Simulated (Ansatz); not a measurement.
# Ta2N: the cost of one run

Computed with Ansatz 0.2.0 (DFT r2SCAN, scalar-relativistic, plane waves, PAW, unless a step's input says otherwise).

3 further runs of the same task are left out: 1 that didn't finish, 2 set aside as unsound or not needed.

## Step 1: The starting structure

The structure is trigonal, space group P-3m1 (No. 164). The conventional cell has a = 3.113 Å, b = 3.113 Å, c = 4.870 Å, α = 90.00°, β = 90.00°, γ = 120.00°. Ta (site symmetry 3m) has 3 N at 2.18 Å as nearest neighbours. Around N (site symmetry -3m) lie 6 Ta at 2.18 Å.

Structure file:

```cif
data_structure
_symmetry_space_group_name_H-M 'P-3m1'
_symmetry_Int_Tables_number 164
_cell_length_a 3.1129
_cell_length_b 3.1129
_cell_length_c 4.8698
_cell_angle_alpha 90.000
_cell_angle_beta 90.000
_cell_angle_gamma 120.000
_cell_volume 40.87
loop_
_atom_site_label
_atom_site_type_symbol
_atom_site_symmetry_multiplicity
_atom_site_Wyckoff_symbol
_atom_site_fract_x
_atom_site_fract_y
_atom_site_fract_z
_atom_site_occupancy
Ta1 Ta 2 d 0.66667 0.33333 0.74529 1
N1 N 1 a 0.00000 0.00000 0.00000 1
```

This is candidate A: structure listed in a database for this formula (P-3m1, No. 164).

(A quick probe on a coarse mesh, which set the mesh and smearing, is not shown.)

## Step 3: Rough relaxation on the coarse mesh (candidate A)

File input.yaml:

```yaml
crystal:
  lattice:
    - [3.112861506, 0.0, 0.0]
    - [-1.556430753, 2.6958171426, 0.0]
    - [0.0, 0.0, 4.869841]
  atoms:
    - { symbol: Ta, position: [0.66666667, 0.33333333, 0.745289] }
    - { symbol: Ta, position: [0.33333333, 0.66666667, 0.254711] }
    - { symbol: "N", position: [0.0, 0.0, 0.0] }
basis:
  ecutwfc: 500
kpoints:
  mp_grid: { grid: [6, 6, 4] }
hamiltonian:
  xc: r2scan
scf:
  occupations: { method: gaussian, width: 0.1 }
  lower_state_search: "off"
output:
  forces: true
  stress: true
  eigenvalues: true
relax:
  adjacent_minimum: "off"
  f_tol: 0.04
  max_steps: 70
  cell: { stress_tol: 0.4 }
```

The run is started by

```sh
$ ansatz run input.yaml --threads 1 --pin off --max-ram 2560MiB --backend cpu --events-out ev --progress --plain --runs-dir out
```

What time and memory should one allow on 1 thread of Intel Xeon 6975P-C (Granite Rapids), shared host?

About 18 s, with a peak of 0.44 GiB.
